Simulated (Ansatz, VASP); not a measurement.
**MoS2: VASP beside Ansatz**

Contents of INCAR:

```
SYSTEM = MoS2
PREC = Accurate
ENCUT = 520
EDIFF = 1E-7
ISMEAR = -1
SIGMA = 0.05
LREAL = .False.
LASPH = .True.
NELM = 100
ALGO = Normal
ISIF = 2
LWAVE = .False.
LCHARG = .False.
GGA = PE
NBANDS = 20
```

File KPOINTS:

```
regular mesh
0
Gamma
  10 10 10
  0 0 0
```

The input POSCAR:

```
MoS2
1.0
    1.6063642348      0.9274348234      6.1954663772
   -1.6063642348      0.9274348234      6.1954663772
    0.0000000000     -1.8548696467      6.1954663772
Mo S
1 2
Direct
    0.0000000000      0.0000000000      0.0000000000
    0.2500000000      0.2500000000      0.2500000000
    0.7500000000      0.7500000000      0.7500000000
```

File input.yaml:

```yaml
crystal:
  lattice:
    - [1.6063642348, 0.9274348234, 6.1954663772]
    - [-1.6063642348, 0.9274348234, 6.1954663772]
    - [0.0, -1.8548696467, 6.1954663772]
  atoms:
    - { symbol: Mo, position: [0.0, 0.0, 0.0] }
    - { symbol: S, position: [0.25, 0.25, 0.25] }
    - { symbol: S, position: [0.75, 0.75, 0.75] }
hamiltonian:
  xc: pbe
  pseudopotentials: { kind: paw }
kpoints:
  mp_grid: { grid: [10, 10, 10] }
scf:
  occupations: { method: fermi_dirac, width: 0.05 }
output:
  forces: true
  stress: true
  eigenvalues: true
```

Change from the starting cell: volume scaled by 1.04.

Alike in both runs: task single point; functional PBE; k mesh 10 × 10 × 10; occupations fermi-dirac, width 0.05 eV; no spin polarisation.

|  | VASP | Ansatz |
| --- | --- | --- |
| version | VASP 6.6.1 | Ansatz 0.2.0 |
| potentials or method | VASP PAW PBE potentials, release 64 (Mo_sv, S) | Ansatz PAW |
| plane-wave cutoff (eV) | 520 | 420 |
| valence electrons in the cell | 26 | 26 |

Ansatz gave:

| Item | Value |
| --- | --- |
| gap on the k mesh at the Fermi level (eV) | none |
| pressure (GPa) | 1.9 |
| largest component of the traceless stress (GPa) | 2.29 |
| rms of the force components (eV/Å) | 0.158 |

**Question.** Estimate VASP's values.

**Answer.** gap on the k mesh at the Fermi level (eV): none; pressure (GPa): 1.8; largest component of the traceless stress (GPa): 2.29; rms of the force components (eV/Å): 0.153.

Atom by atom the forces differ by 0.004 eV/Å (rms over components). A gap of «none» marks a metal or a gap that the smearing closes.

Caveats: the cell's inner coordinates are idealised or old, which leaves forces on the atoms.
